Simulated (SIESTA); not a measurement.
Cu:

```
CELL_PARAMETERS angstrom
0.00000 1.80750 1.80750
1.80750 0.00000 1.80750
1.80750 1.80750 0.00000
ATOMIC_POSITIONS crystal
Cu 0.00000 0.00000 0.00000
```

Base run:

* Program: SIESTA 5.4.2
* Functional: BLYP
* Potentials or basis: PseudoDojo 0.4 standard (PBE files)
* Basis: DZP (energy shift 0.003 Ry; two zetas on semicore shells)
* Grid cutoff: 800 Ry
* Energy shift: 0.003 Ry
* k mesh: 13 × 13 × 13
* Occupations: fermi-dirac, width 0.05 eV
* Spin: no spin polarisation

Its results: band gap on the k mesh none (metal or under the smearing width); pressure 7.5 GPa.

Task: The run is repeated on the same cell with these changes: functional from BLYP to PW91. What comes out?

Result: Band gap on the k mesh none (metal or under the smearing width); pressure 0.5 GPa.

PW91 binds more tightly than BLYP, so the same cell stands under less pressure.

Caveats: short orbitals over semicore shells can move pressures by several GPa; the potentials were made for another functional, which shifts forces and pressure; the basis of atomic orbitals isn't converged, which shifts pressures, moduli and gaps.
